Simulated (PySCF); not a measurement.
Can point charges reproduce the dipole moment of `CC(=O)O`?

Coordinates (PBE0-D3(BJ)/def2-SVP, Å) and charges (e) from the PBE0/pcSseg-1 density (PySCF):

| atom | x | y | z | Mulliken | IAO | Hirshfeld | ESP-fitted |
| --- | --- | --- | --- | --- | --- | --- | --- |
| C1 | -0.921 | -0.034 | -0.272 | -0.2812 | -0.4720 | -0.1174 | -0.5514 |
| C2 | 0.467 | 0.297 | 0.187 | +0.3601 | +0.5402 | +0.2169 | +0.8016 |
| O3 | 0.846 | 1.377 | 0.553 | -0.4038 | -0.4646 | -0.2790 | -0.5680 |
| O4 | 1.272 | -0.778 | 0.164 | -0.3600 | -0.4862 | -0.1781 | -0.5944 |
| H5 | -1.416 | -0.653 | 0.492 | +0.1525 | +0.1728 | +0.0612 | +0.1714 |
| H6 | -1.490 | 0.891 | -0.416 | +0.1471 | +0.1703 | +0.0572 | +0.1570 |
| H7 | -0.891 | -0.622 | -1.200 | +0.1466 | +0.1689 | +0.0569 | +0.1699 |
| H8 | 2.133 | -0.478 | 0.493 | +0.2386 | +0.3706 | +0.1822 | +0.4140 |

Compute μ = Σ q r for each scheme (1 e·Å = 4.803 D) and compare with the dipole of the full density.

The full density gives (-0.44, -1.61, -0.43) D, 1.73 D in size; dipole vectors point from the negative to the positive end.

| scheme | μx | μy | μz | size (D) | share of the full size (%) | angle to the full dipole (°) |
| --- | --- | --- | --- | --- | --- | --- |
| Mulliken | -2.06 | -1.60 | -0.88 | 2.75 | 160 | 35 |
| IAO | -0.88 | -1.58 | -0.54 | 1.88 | 109 | 13 |
| Hirshfeld | -0.42 | -1.39 | -0.40 | 1.50 | 87 | 2 |
| ESP-fitted | -0.47 | -1.63 | -0.44 | 1.75 | 101 | 1 |

Which set comes closest?

Length of the difference vector: ESP-fitted 0.04 D, Hirshfeld 0.23 D, IAO 0.45 D, Mulliken 1.68 D. Closest: ESP-fitted. ESP charges are fitted to the potential around the molecule, whose slowest-falling term is the dipole's. The schemes that divide the density aren't constrained to reproduce the dipole.

What is left for the Hirshfeld atoms' own dipoles?

The Hirshfeld atoms' densities add up to the full density, so μ = Σ q r + Σ (atomic dipoles). The atomic dipoles sum to (-0.44, -1.61, -0.43) − (-0.42, -1.39, -0.40) = (-0.02, -0.22, -0.03) D, 0.23 D in size.

With the origin at the mean of the coordinates, (0.000, 0.000, 0.000) Å, which are the largest single terms, by size, of the IAO dipole along the direction of the full one?

O3 +3.66, C2 -1.15, H7 +0.90, O4 -0.84, C1 -0.76 D; all 8 atoms together +1.83 D. The single terms depend on the origin, their sum doesn't.

Give the size of the full dipole in other units.

1.73 D = 0.679 au = 0.359 e·Å = 5.76 × 10⁻³⁰ C·m.

Geometry: PBE0-D3(BJ)/def2-SVP, one conformer, isolated molecule.

Shape of the structure used: `[CH3:1][C:2](=[O:3])[OH:4]`: H–O4–C2–C1 -179°.
